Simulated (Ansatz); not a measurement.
Computed with DFT PBE, scalar-relativistic, plane waves, PAW (Ansatz). All cells share a 420 eV cutoff and Γ-centred k meshes spaced at most about 0.3 Å⁻¹ (about 0.25 or finer for metals, 2π included). No spin polarisation.

These are static total energies at zero pressure.

Two relaxed structures of InGa3AsP:

A.

```yaml
crystal:
  lattice:
    - [5.23100, 0.00000, 0.00000]
    - [0.00000, 5.23100, 0.00000]
    - [0.00000, 0.00000, 5.35531]
  atoms:
    - { symbol: In, position: [0.50000, 0.50000, 0.50000] }
    - { symbol: Ga, position: [0.00000, 0.50000, 0.00000] }
    - { symbol: Ga, position: [0.50000, 0.00000, 0.00000] }
    - { symbol: Ga, position: [0.00000, 0.00000, 0.00000] }
    - { symbol: P, position: [0.00000, 0.00000, 0.50000] }
    - { symbol: As, position: [0.50000, 0.50000, 0.00000] }
```

B.

```yaml
crystal:
  lattice:
    - [6.42071, 0.00000, 0.00000]
    - [-3.21035, 5.56050, 0.00000]
    - [0.00000, 0.00000, 3.75473]
  atoms:
    - { symbol: In, position: [0.66667, 0.33333, 0.00000] }
    - { symbol: Ga, position: [0.67783, 0.83892, 0.50000] }
    - { symbol: Ga, position: [0.16108, 0.83892, 0.50000] }
    - { symbol: Ga, position: [0.16108, 0.32217, 0.50000] }
    - { symbol: P, position: [0.00000, 0.00000, 0.00000] }
    - { symbol: As, position: [0.33333, 0.66667, 0.00000] }
```

Question: Which would you expect to be lower, and how large is the difference?

Answer: B is lower, by 248 meV/atom. A has space group P4/mmm (No. 123), 24.4 Å³/atom and no gap on its mesh; B has space group P-6m2 (No. 187), 22.3 Å³/atom and no gap. The shortest distance is 2.62 Å (Ga–As and Ga–Ga) in A and 2.59 Å (Ga–P) in B. The denser one is the lower, and pressure would at first widen the difference. Even the lower one lies +0.11 eV/atom against the reference forms of the elements (uncorrected), so neither is stable at this level. In A, around In lie 2 As at 2.68 Å, 4 P at 3.70 Å and 8 Ga at 3.74 Å; Ga on a site of symmetry mmm is surrounded by 2 As at 2.62 Å and 2 Ga at 2.62 Å; P is surrounded by 2 Ga at 2.68 Å; around As lie 4 Ga at 2.62 Å and 2 In at 2.68 Å; 1 more site not described. In B, In is surrounded by 3 As at 3.71 Å, 3 P at 3.71 Å, 12 Ga at 3.72 Å and 2 In at 3.75 Å; around Ga lie 2 P at 2.59 Å, 2 As at 2.68 Å, 2 Ga at 3.10 Å, 2 Ga at 3.32 Å and 4 In at 3.72 Å; around P lie 6 Ga at 2.59 Å, 3 As at 3.71 Å and 3 In at 3.71 Å; around As lie 6 Ga at 2.68 Å, 3 In at 3.71 Å and 3 P at 3.71 Å. Both come from invented guesses.

Cells relaxed within their symmetry can be saddle points.
